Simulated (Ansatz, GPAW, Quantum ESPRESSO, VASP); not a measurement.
# HfC: 6 runs at one level of theory

```
CELL_PARAMETERS angstrom
0.00000 2.32500 2.32500
2.32500 0.00000 2.32500
2.32500 2.32500 0.00000
ATOMIC_POSITIONS crystal
Hf 0.50000 0.50000 0.50000
C 0.00000 0.00000 0.00000
```

Alike in all runs: task band structure; functional PBEsol; k mesh 10 × 10 × 10; occupations fermi-dirac, width 0.05 eV; no spin polarisation; no spin-orbit coupling. Pressure is positive in compression and, in plane waves, holds the error of the finite cutoff, which Ansatz's Pulay term estimates and takes out.

```json
{"program and potentials": "Ansatz, Ansatz PAW", "plane-wave cutoff (eV)": "420", "notes": "potentials made for PBE, which Ansatz adapts in part; 15 valence electrons an atom on average; Pulay term of +0.24 GPa included", "pressure (GPa)": "-6.52"}
{"program and potentials": "GPAW, PAW data sets generated for this functional", "plane-wave cutoff (eV)": "800", "notes": "8 valence electrons an atom on average", "pressure (GPa)": "-5.31"}
{"program and potentials": "Quantum ESPRESSO, PseudoDojo 0.4.1 SR PBEsol standard", "plane-wave cutoff (eV)": "1116", "notes": "8 valence electrons an atom on average", "pressure (GPa)": "-6.24"}
{"program and potentials": "VASP, PBE PAW files C, Hf_pv, 520 eV", "plane-wave cutoff (eV)": "520", "notes": "potentials made for PBE; 7 valence electrons an atom on average", "pressure (GPa)": "-6.96"}
{"program and potentials": "Ansatz, PAW datasets made for the crystal", "plane-wave cutoff (eV)": "400", "notes": "15 valence electrons an atom on average", "pressure (GPa)": "-6.48"}
{"program and potentials": "Ansatz, all-electron LAPW, scalar-relativistic", "plane-wave cutoff (eV)": "-", "notes": "-", "pressure (GPa)": "-6.48"}
```

The pressure spans -6.96 (VASP, PBE PAW files C, Hf_pv, 520 eV) to -5.31 GPa (GPAW, PAW data sets generated for this functional), with all-electron results at -6.48.

The functional is the same throughout but for its coding, so the spread measures potentials, basis and numerics; runs on potential files found faulty are left out.
